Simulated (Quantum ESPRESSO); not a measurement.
BN in Quantum ESPRESSO: convergence with density cutoff

The system is BN.

```
CELL_PARAMETERS angstrom
2.49824 0.00000 0.00000
-1.24912 2.16354 0.00000
0.00000 0.00000 6.63570
ATOMIC_POSITIONS crystal
N 0.66667 0.33333 0.25000
N 0.33333 0.66667 0.75000
B 0.66667 0.33333 0.75000
B 0.33333 0.66667 0.25000
```

* Program: Quantum ESPRESSO 7.5
* Task: single point
* Functional: LDA
* Potentials or basis: JTH 2.0 LDA
* Cutoff: 544 eV
* Density cutoff: 2177 eV
* k mesh: 12 × 12 × 4
* Occupations: fermi-dirac, width 0.136 eV
* Spin: no spin polarisation

These are the settings of the first run; the series varies density cutoff, with any setting tied to it.

Hardware: 1 thread of Arm Neoverse V1 (shared host).

```csv
density cutoff,"energy less the tightest run, at zero smearing (meV/atom)",SCF cycles,CPU time (s),peak memory (GiB)
160 Ry,-0.46,9,9.8,0.05
200 Ry,-0.19,9,9.8,0.05
240 Ry,0.06,9,9.9,0.05
280 Ry,0.05,9,10,0.06
320 Ry,-0.03,9,10,0.06
400 Ry,0.00,9,10,0.07
480 Ry,0.01,9,10,0.08
640 Ry,0.00,9,12,0.11
```

Against the tightest run, the energy stays within 1 meV/atom from 160 Ry on. The tightest run that finished is the yardstick and may itself not be fully converged.
